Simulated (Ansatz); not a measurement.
Ga under changes of volume

One of the cells (18.685 Å³/atom); the others are scaled copies at fixed shape and fractional positions:

```
Ga
1.0
     1.45000   -4.06500    0.00000
     1.45000    4.06500    0.00000
     0.00000    0.00000    3.17000
Ga
2
Direct
  0.13300 0.86700 0.75000
  0.86700 0.13300 0.25000
```

This isn't the form of Ga at room conditions, which is orthorhombic.

* Program: Ansatz 0.2.0
* Functional: LDA
* Potentials or basis: all-electron LAPW, scalar-relativistic
* Cutoff: 258 eV (chosen from the basis error)
* Basis error allowed: 0.001 eV/atom
* k mesh: 10 × 10 × 8
* Occupations: fermi-dirac, width 0.05 eV
* Spin: no spin polarisation

```tsv
volume (Å³/atom)	energy over the lowest point (meV/atom)	pressure (GPa)	largest force (eV/Å)
17.564	0.00	-0.7	0.223
17.937	3.15	-2.0	0.215
18.311	9.12	-3.1	0.207
18.685	?	?	?
19.058	28.10	-4.9	0.191
19.432	40.48	-5.6	0.182
19.806	54.41	-6.2	0.172
```

Problem. What does the run at 18.685 Å³/atom give?

Solution. Energy over the lowest point 17.55 meV/atom; pressure -4.0 GPa; largest force 0.199 eV/Å.

Worked out: A Birch-Murnaghan fit of order 3 (a polynomial in V^(-2/3)) to the other rows has its minimum at 17.39 Å³/atom, just outside them, with B0 = V·E''(V) = 70 GPa and B' = 5.7 at fixed shape and positions, which overstates the stiffness. It gives 17.57 meV/atom at 18.685 Å³/atom, against the run's 17.55, and -dE/dV = -4.1 GPa, against -4.0.

Energies are extrapolated to zero smearing.
